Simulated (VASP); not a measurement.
# VASP 6.6.1 run: TiO2

INCAR

```
NELM = 120
LREAL = .FALSE.
LCHARG = .FALSE.
ENCUT = 520
NSW = 0
LASPH = .TRUE.
ISYM = -1
EDIFF = 1E-7
IBRION = -1
PREC = Accurate
NELECT = 24.1
GGA = PE
SIGMA = 0.02
ISMEAR = -1
LWAVE = .FALSE.
ISIF = 2
NBANDS = 19
```

KPOINTS

```
KPOINTS created by Atomic Simulation Environment
0
Gamma
4 4 4
0 0 0
```

POSCAR

```
Ti O
 1.0000000000000000
     0.0000000000000000    2.4447638030999999    2.3860587843999999
     2.4447638030999999    0.0000000000000000    2.3860587843999999
     2.4447638030999999    2.4447638030999999    0.0000000000000000
 Ti  O
   1   2
Cartesian
  0.0000000000000000  0.0000000000000000  0.0000000000000000
  1.2223819015499999  1.2223819015499999  1.1930293921999999
  3.6671457046499998  3.6671457046499998  3.5790881766000004
```

The recommended PBE PAW datasets give the neutral cell 24 valence electrons.

Command

```
mpirun -np 1 vasp_std
```

OSZICAR

```
N       E                     dE             d eps       ncg     rms          rms(c)
DAV:   1     0.251449761884E+03    0.25145E+03   -0.12942E+04  2440   0.151E+03
DAV:   2    -0.122023211809E+02   -0.26365E+03   -0.24867E+03  2626   0.413E+02
DAV:   3    -0.338979345387E+02   -0.21696E+02   -0.21356E+02  2830   0.121E+02
DAV:   4    -0.346525851332E+02   -0.75465E+00   -0.75253E+00  3375   0.207E+01
DAV:   5    -0.346677704697E+02   -0.15185E-01   -0.15180E-01  2808   0.270E+00    0.203E+01
DAV:   6    -0.259300355535E+02    0.87377E+01   -0.43832E+01  2937   0.737E+01    0.103E+01
DAV:   7    -0.255119773251E+02    0.41806E+00   -0.12519E+01  2872   0.310E+01    0.604E+00
DAV:   8    -0.253694296307E+02    0.14255E+00   -0.32201E-01  2783   0.530E+00    0.461E+00
DAV:   9    -0.254503323848E+02   -0.80903E-01   -0.33941E+00  2930   0.160E+01    0.452E+00
DAV:  10    -0.252031228541E+02    0.24721E+00   -0.10072E+00  3224   0.822E+00    0.952E-01
DAV:  11    -0.251959941242E+02    0.71287E-02   -0.52670E-02  2872   0.191E+00    0.496E-01
DAV:  12    -0.251935828770E+02    0.24112E-02   -0.73433E-03  2771   0.775E-01    0.141E-01
DAV:  13    -0.251938220053E+02   -0.23913E-03   -0.96709E-04  3256   0.236E-01    0.157E-01
DAV:  14    -0.251936676757E+02    0.15433E-03   -0.22964E-04  2717   0.118E-01    0.804E-02
DAV:  15    -0.251936150361E+02    0.52640E-04   -0.18870E-04  2705   0.826E-02    0.375E-02
DAV:  16    -0.251936021499E+02    0.12886E-04   -0.13674E-05  2852   0.329E-02    0.268E-02
DAV:  17    -0.251935915783E+02    0.10572E-04   -0.42638E-05  2588   0.626E-02    0.101E-03
DAV:  18    -0.251935917576E+02   -0.17928E-06   -0.97226E-07  2771   0.838E-03    0.696E-04
DAV:  19    -0.251935917945E+02   -0.36921E-07   -0.13352E-08  1723   0.115E-03
   1 F= -.25193592E+02 E0= -.25192453E+02  d E =-.227703E-02
```

From OUTCAR

```
k-points           NKPTS =     64   k-points in BZ     NKDIM =     64   number of bands    NBANDS=     19

   NELECT =      24.1000    total number of electrons

   dimension x,y,z NGX =    28 NGY =   28 NGZ =   28
   dimension x,y,z NGXF=    56 NGYF=   56 NGZF=   56

  energy-cutoff  :      520.00
  volume of cell :       28.52
      direct lattice vectors                 reciprocal lattice vectors
     0.000000000  2.444763803  2.386058784    -0.204518735  0.204518735  0.209550579
     2.444763803  0.000000000  2.386058784     0.204518735 -0.204518735  0.209550579
     2.444763803  2.444763803  0.000000000     0.204518735  0.204518735 -0.209550579

 k-points in reciprocal lattice and weights: KPOINTS created by Atomic Simulation Env
   0.00000000  0.00000000  0.00000000       0.016
   0.25000000  0.00000000  0.00000000       0.016
   0.50000000  0.00000000  0.00000000       0.016
  -0.25000000  0.00000000  0.00000000       0.016
   0.00000000  0.25000000  0.00000000       0.016
   0.25000000  0.25000000  0.00000000       0.016
   0.50000000  0.25000000  0.00000000       0.016
  -0.25000000  0.25000000  0.00000000       0.016
   ...

 E-fermi :   8.4051

 k-point     1 :       0.0000    0.0000    0.0000
  band No.  band energies     occupation
      1     -50.6839      2.00000
      2     -26.7814      2.00000
      3     -26.7814      2.00000
      4     -26.7763      2.00000
      5     -12.5290      2.00000
      6      -8.8895      2.00000
      7       1.1414      2.00000
      8       1.2157      2.00000
      9       1.2157      2.00000
     10       5.9914      2.00000
     11       5.9914      2.00000
     12       6.3670      2.00000
     13       8.1014      2.00000
     14       8.2183      1.99982
     15      12.1560      0.00000
     16      12.2399      0.00000
     17      12.2399      0.00000
     18      14.2755      0.00000
     19      20.8612      0.00000

 k-point     2 :       0.2500    0.0000    0.0000
  band No.  band energies     occupation
      1     -50.6740      2.00000
      2     -26.8929      2.00000
      3     -26.7961      2.00000
      4     -26.7903      2.00000
      5     -11.8974      2.00000
      6      -9.5572      2.00000
      7       1.6837      2.00000
      8       1.6855      2.00000
      9       2.4716      2.00000
     10       4.7890      2.00000
     11       5.0016      2.00000
     12       5.2156      2.00000
     13       8.7046      0.00000
     14       8.7491      0.00000
     15      10.7897      0.00000
     16      11.8375      0.00000
     17      11.8749      0.00000
     18      16.0679      0.00000
     19      20.5125      0.00000

 k-point     3 :       0.5000    0.0000    0.0000
  band No.  band energies     occupation
      1     -50.6641      2.00000
      2     -27.0023      2.00000
      3     -26.8108      2.00000
      4     -26.8025      2.00000
      5     -11.0033      2.00000
      6     -10.3540      2.00000
      7       2.1930      2.00000
      8       2.2963      2.00000
      9       3.6649      2.00000
     10       3.7445      2.00000
     11       4.4666      2.00000
     12       4.5261      2.00000
     13       8.4762      0.05549
     14       8.5196      0.00650
     15       9.7869      0.00000
     16      11.8124      0.00000
     17      11.8268      0.00000
     18      16.9599      0.00000
     19      21.1183      0.00000

 ...

  Total        0.2699333      0.2699310      2.3795210      0.0000039      0.0000025      0.0000035
  in kB       15.1628912     15.1627655    133.6642234      0.0002174      0.0001421      0.0001993
  external PRESSURE =      54.6632934 kB  Pullay stress =       0.0000000 kB

 POSITION                                       TOTAL-FORCE (eV/Angst)
 -----------------------------------------------------------------------------------
      0.00000      0.00000      0.00000        -0.000000     -0.000001      0.000000
      1.22238      1.22238      1.19303         0.000001      0.000002     -0.000001
      3.66715      3.66715      3.57909        -0.000000     -0.000001      0.000001
 -----------------------------------------------------------------------------------
    total drift:                               -0.000001     -0.000000      0.000000

  FREE ENERGIE OF THE ION-ELECTRON SYSTEM (eV)
  ---------------------------------------------------
  free  energy   TOTEN  =       -25.1935917945 eV

  energy  without entropy=      -25.1913147667  energy(sigma->0) =      -25.19245328
```

It converged. Results: pressure 5.5 GPa.

The cell is charged and sits in a uniform background.

For comparison, a separate PBE run of the intended cell, on usual settings and not on those above, gives a gap of 0.85 eV on its mesh and a pressure of -2.2 GPa.

The run above took about 48 s on one core of a shared host (Intel Xeon Platinum 8488C) and held 0.18 GiB at most.
